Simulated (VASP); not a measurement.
The system is SnSe.

```
Sn Se
1.0
     0.00000    3.01000    3.01000
     3.01000    0.00000    3.01000
     3.01000    3.01000    0.00000
Sn Se
1 1
Direct
  0.00000 0.00000 0.00000
  0.50000 0.50000 0.50000
```

The cell was built by a generator and needn't be a form met in nature.

```yaml
Program: VASP 6.6.1
Task: relaxation of cell and atoms
Functional: PBEsol
Potentials_or_basis: VASP PAW PBE potentials, release 64 (Sn_d, Se)
Cutoff: 600 eV
k_mesh: 8 × 8 × 8
Occupations: gaussian, width 0.02 eV
Spin: no spin polarisation
```

At the start: pressure -1.9 GPa; volume 27.27 Å³/atom.

Problem. Where does the relaxation end?

Solution. Over 3 steps the energy falls by 5.9 meV/atom and the volume is 26.30 Å³/atom (-3.6 %); space group Fm-3m (No. 225, to 0.05 Å).

Step by step:
```tsv
step	energy change (eV)	largest force (eV/Å)	pressure (GPa)	volume (Å³)
1	0.0000	0.0000	-1.87	54.54
2	-0.0109	0.0000	0.60	52.06
3	-0.0119	0.0000	-0.01	52.59
```

Final structure:
```yaml
crystal:
  lattice:
    - [0.00000, 2.97367, 2.97367]
    - [2.97367, 0.00000, 2.97367]
    - [2.97367, 2.97367, 0.00000]
  atoms:
    - { symbol: Sn, position: [0.00000, 0.00000, 0.00000] }
    - { symbol: Se, position: [0.50000, 0.50000, 0.50000] }
```

Caveat: the PAW data sets were made with another functional, which shifts forces and pressure a little.
